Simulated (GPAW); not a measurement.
Si on a B site in HfB2, Si K edge of atom 9, with 3 B at 1.93 Å (trigonal planar; the defect atom itself). Method: GPAW, PBE, excited-electron core hole (neutral cell), 24-atom cell with 6.3 Å between holes, 5×5×4 k points, dipole transitions, Gaussian full width 0.9 eV up to 4 eV, rising linearly to 3.5 eV at 25 eV, without spin-orbit coupling.

```xyz
24
Lattice="6.2800 0.0000 0.0000 -3.1400 5.4386 0.0000 0.0000 0.0000 6.9600" Properties=species:S:1:pos:R:3 pbc="T T T"
Hf    3.1165    5.4212    6.9232
Hf    3.1169    5.4215    3.5212
Hf   -1.5650    2.7184    6.9390
Hf    0.0339    5.4215    6.9225
Hf   -1.5645    2.7186    3.5072
Hf    0.0334    5.4212    3.5224
Hf    1.5748    2.7506    6.9215
Hf    1.5748    2.7508    3.5217
Si    1.5773    0.9062    1.7416
B     1.5732    0.9045    5.2208
B     0.0070    3.6260    1.7420
B     4.7174    0.9041    1.7455
B    -0.0043    3.6198    5.2220
B     4.7139    0.9141    5.2228
B     3.1452    3.6251    1.7411
B     3.1517    3.6199    5.2209
B    -0.0974    1.8734    1.7420
B     0.0070    1.8086    5.2206
B    -1.5638    4.4100    1.7448
B     3.2524    1.8732    1.7463
B    -1.5668    4.5354    5.2230
B     3.1402    1.8092    5.2228
B     1.5760    4.5310    1.7417
B     1.5740    4.5309    5.2216
```

Energy from the lowest empty level; a common scale on which the isotropic spectrum has a mean of 1 over the first 20 eV.

| E (eV) | curve 1 | curve 2 |
| --- | --- | --- |
| -2.0 | 0.00 | 0.00 |
| -1.5 | 0.00 | 0.00 |
| -1.0 | 0.00 | 0.00 |
| -0.5 | 0.04 | 0.06 |
| 0.0 | 0.24 | 0.41 |
| 0.5 | 0.45 | 0.83 |
| 1.0 | 0.55 | 0.78 |
| 1.5 | 0.63 | 0.59 |
| 2.0 | 0.67 | 0.46 |
| 2.5 | 0.69 | 0.46 |
| 3.0 | 0.68 | 0.54 |
| 3.5 | 0.70 | 0.58 |
| 4.0 | 0.64 | 0.50 |
| 4.5 | 0.62 | 0.55 |
| 5.0 | 0.71 | 0.67 |
| 5.5 | 0.84 | 1.01 |
| 6.0 | 0.94 | 1.44 |
| 6.5 | 0.87 | 1.64 |
| 7.0 | 0.74 | 1.57 |
| 7.5 | 0.73 | 1.47 |
| 8.0 | 0.83 | 1.46 |
| 8.5 | 1.02 | 1.40 |
| 9.0 | 1.38 | 1.25 |
| 9.5 | 1.82 | 1.18 |
| 10.0 | 2.12 | 1.30 |
| 10.5 | 2.17 | 1.49 |
| 11.0 | 2.04 | 1.60 |
| 11.5 | 1.83 | 1.56 |
| 12.0 | 1.58 | 1.40 |
| 12.5 | 1.32 | 1.21 |
| 13.0 | 1.08 | 1.06 |
| 13.5 | 0.95 | 0.96 |
| 14.0 | 0.94 | 0.89 |
| 14.5 | 1.04 | 0.81 |
| 15.0 | 1.21 | 0.72 |
| 15.5 | 1.39 | 0.62 |
| 16.0 | 1.50 | 0.53 |
| 16.5 | 1.49 | 0.46 |
| 17.0 | 1.37 | 0.40 |
| 17.5 | 1.18 | 0.36 |
| 18.0 | 0.97 | 0.32 |
| 18.5 | 0.78 | 0.31 |
| 19.0 | 0.64 | 0.33 |
| 19.5 | 0.53 | 0.38 |
| 20.0 | 0.47 | 0.43 |
| 20.5 | 0.43 | 0.49 |
| 21.0 | 0.42 | 0.53 |
| 21.5 | 0.43 | 0.55 |
| 22.0 | 0.46 | 0.57 |
| 22.5 | 0.50 | 0.59 |
| 23.0 | 0.55 | 0.62 |
| 23.5 | 0.59 | 0.65 |
| 24.0 | 0.61 | 0.68 |
| 24.5 | 0.63 | 0.72 |
| 25.0 | 0.63 | 0.74 |
| 25.5 | 0.63 | 0.76 |
| 26.0 | 0.64 | 0.78 |
| 26.5 | 0.66 | 0.80 |
| 27.0 | 0.68 | 0.83 |
| 27.5 | 0.69 | 0.86 |

Question: The curves are for the electric vector along different Cartesian axes of the cell as given, for this one atom. Which is which?

Curve 1: along x (the other in-plane axis gives the same curve within 3 %), main maxima 3.5 eV (0.70), 6.1 eV (0.94), 10.4 eV (2.18) and 16.2 eV (1.51). Curve 2: along z, main maxima 0.7 eV (0.86), 6.6 eV (1.65) and 11.1 eV (1.61). A K edge sees empty p states on the absorber. Each direction probes the empty orbitals that point along it. The hole lies in one spin channel, while the script sums the empty states of both and takes the lower zero; where the two channels are split, this blurs and shifts the curve. The starting moments shrank to 0.00 μB or less, so this is hardly a magnetic state.

[Banner, clock and machine lines of the logs are left out without a mark of their own.]

[Logs are printed without paths, hosts, clocks, repeated set-up lines and the standing remarks that a program may print on its own settings, such as how far it seeks lower states.]

[Hosts, paths, dates, database ids (printed as entryN), source tags and the programs' standing remarks are cut or masked in the printed files.]

[Lists of maxima count a maximum above −3 eV only where it reaches 4 % of the highest in the window and stands out from its surroundings by 2 % of it (1.5 % where it reaches 55 %); shoulders and weaker maxima are passed over, and of the rest the first, up to two pre-edge ones and the few strongest are named.]
